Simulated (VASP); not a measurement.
Write the native input for VASP 6.6.1 that does the following.

```yaml
Task: single point
Functional: PBEsol
Potentials_or_basis: VASP PAW PBE potentials, release 64 (Hg, Se)
Cutoff: 520 eV
k_mesh: 8 × 8 × 8
Occupations: fermi-dirac, width 0.05 eV
Spin: no spin polarisation
Ladder: free
Further_INCAR_settings: ALGO = Normal; EDIFF = 1e-07; NBANDS = 16
```

The structure of HgSe lies in POSCAR:

```
HgSe
1.0
    0.0000000000      3.0390000000      3.0390000000
    3.0390000000      0.0000000000      3.0390000000
    3.0390000000      3.0390000000      0.0000000000
Hg Se
1 1
Direct
    0.0000000000      0.0000000000      0.0000000000
    0.7500000000      0.7500000000      0.7500000000
```

These files were run (other wordings do the same):

INCAR

```
SYSTEM = HgSe
ALGO = Normal
EDIFF = 1E-7
ENCUT = 520
GGA = PS
ISIF = 2
ISMEAR = -1
LASPH = .True.
LCHARG = .True.
LELF = .True.
LREAL = .False.
LVHAR = .True.
LWAVE = .False.
NBANDS = 16
NELM = 60
PREC = Accurate
SIGMA = 0.05
```

KPOINTS

```
k-points
0
Gamma
  8 8 8
  0 0 0
```

Potentials or basis: VASP PAW PBE potentials, release 64 (Hg, Se).

Command:

```bash
$ cat potpaw_PBE.64/Hg/POTCAR potpaw_PBE.64/Se/POTCAR > POTCAR
$ mpirun -np 1 vasp_std > vasp.out
```

Results of the run:

The pressure is 1.8 GPa and the band gap on the k mesh is none (metal or under the smearing width).

Caveat: the PAW data sets were made with another functional, which shifts forces and pressure a little.

It took 11 s on 1 thread of Intel(R) Xeon(R) Platinum 8488C (Sapphire Rapids), with other jobs on the host, peak memory 0.18 GiB.
